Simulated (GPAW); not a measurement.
Runs of GPAW 26.7.0 on Al. It takes space group Fm-3m (No. 225, cubic). The conventional cell has a = 4.050 Å, b = 4.050 Å, c = 4.050 Å, α = 90.00°, β = 90.00°, γ = 90.00°. Al (site symmetry m-3m) has 12 Al at 2.86 Å as nearest neighbours. 

```tsv
task	level	potentials or basis	band path	band points	eigensolver	pressure (GPa)
band structure	revPBE	the program's PAW data sets (release 1.2.1) made for this functional, pw	GXWKGLUWLK,UX	80	-	(a)
band structure	PBE	GPAW PAW data sets (gpaw-data 1.2.1), pw	GXWKGLUWLK,UX	80	-	-0.3
band structure	r2SCAN	GPAW PAW data sets (gpaw-data 1.2.1), pw	GXWKGLUWLK,UX	80	-	-3.3
band structure	LDA	the program's PAW data sets (release 1.2.1) made for this functional, pw	GXWKGLUWLK,UX	80	-	(b)
band structure	BLYP	PAW data sets generated in the run's folder for this functional, pw	GXWKGLUWLK,UX	80	davidson	3.0
band structure	PBE	GPAW PAW data sets (gpaw-data 1.2.1), pw	GXWKGLUWLK,UX	100	-	-0.3
band structure	PBEsol	PAW data sets generated in the run's folder for this functional, pw	GXWKGLUWLK,UX	80	-	-1.8
```

Alike in all rows: no spin polarisation; cell as given; k mesh 11 × 11 × 11; cutoff (eV) 600; smearing fermi-dirac 0.05 eV.

Q: Fill in the values left out.

A: (a) 0.8; (b) -3.5.

Caveats: the PAW data sets were made with another functional, which shifts forces and pressure a little (some runs).
